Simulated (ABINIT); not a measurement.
Set up this calculation in ABINIT 10.8.3 (patched build), as the native input.

* Task: equation of state
* Functional: LDA
* Potentials or basis: JTH PAW LDA v2.0
* Cutoff: 544 eV
* k mesh: 8 × 8 × 8
* Occupations: fermi-dirac, width 0.05 eV
* Spin: no spin polarisation
* Fine-grid cutoff: 1088.46 eV

PbS (Galena):

```
Pb S
1.0
     0.00000    2.96575    2.96575
     2.96575    0.00000    2.96575
     2.96575    2.96575    0.00000
Pb S
1 1
Cartesian
  0.0000 0.0000 0.0000
  2.9657 2.9657 2.9657
```

These files were run (other wordings do the same):

run.abi

```
# Datasets: one volume each
ndtset 7
getwfk -1
scalecart1 3*0.9795861087
scalecart2 3*0.9864848297
scalecart3 3*0.9932883884
scalecart4 3*1.0000000000
scalecart5 3*1.0066227096
scalecart6 3*1.0131594038
scalecart7 3*1.0196128224

# Pseudopotentials
pp_dirpath "./"
pseudos "Pb.LDA_PW-JTH.xml, S.LDA_PW-JTH.xml"

# Structure
acell 4.1942038726 4.1942038726 4.1942038726 Angstrom
rprim
     0.0000000000     0.7071067812     0.7071067812
     0.7071067812     0.0000000000     0.7071067812
     0.7071067812     0.7071067812     0.0000000000
ntypat 2
znucl 82 16
natom 2
typat 1 2
xred
     0.0000000000     0.0000000000     0.0000000000
     0.5000000000     0.5000000000     0.5000000000

# Plane-wave basis
ecut 20.0
pawecutdg 40.0

# k points
kptopt 1
ngkpt 8 8 8
nshiftk 1
shiftk 0.0 0.0 0.0

# Exchange and correlation
ixc 7

# Bands and occupations
nband 14
occopt 3
tsmear 0.05 eV

# SCF cycle
nstep 100
tolvrs 1.0e-9

# Output
iomode 3
prtwf 1
prtden 0
prteig 0
prtebands 0
enunit 1
```

Potentials or basis: JTH PAW LDA v2.0.

The run is started by

```bash
$ abinit run.abi > log 2>&1
```

Results of the run:

```yaml
Equilibrium_volume: 24.97 Å³/atom
Bulk_modulus: 63 GPa
Pressure_derivative_of_the_bulk_modulus: 4.0
```

Caveat: the cutoff is too short for stress, so the log's stress isn't used; pressures at fixed basis lie under the slope of the energies.

Run time: 2.2 min on 1 thread of Arm Neoverse V1 (shared host), peak memory 0.14 GiB.
